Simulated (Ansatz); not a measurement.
A run of Ansatz 0.2.0:

input.yaml

```yaml
crystal:
  lattice:
    - [3.145, -2.25, 0.0]
    - [3.145, 2.25, 0.0]
    - [0.0, 0.0, 8.21]
  atoms:
    - { symbol: Cl, position: [0.37, 0.63, 0.4] }
    - { symbol: Cl, position: [0.13, 0.87, 0.9] }
    - { symbol: Cl, position: [0.63, 0.37, 0.6] }
    - { symbol: Cl, position: [0.87, 0.13, 0.1] }
hamiltonian:
  xc: pbe
  pseudopotentials: { kind: paw }
kpoints:
  mp_grid: { grid: [7, 7, 4] }
scf:
  occupations: { method: gaussian, width: 0.016 }
output:
  forces: true
  stress: true
  eigenvalues: true
```

Potentials or basis: Ansatz PAW.

Command:

```console
$ ansatz run input.yaml --threads 2 --pin off --max-ram 5632MiB --backend cpu --events-out ev --progress --plain --runs-dir out
```

Hardware: 2 threads of Intel(R) Xeon(R) Processor @ 2.50GHz (Skylake/Cascade Lake), with other jobs on the host.

Problem. Estimate the wall time of this run.

Solution. It took 5.2 s on 2 threads of Intel(R) Xeon(R) Processor @ 2.50GHz (Skylake/Cascade Lake) (shared host), peak memory 0.4 GiB. Counts: scf iterations 6, plane waves 2299, k points 48, bands 18.
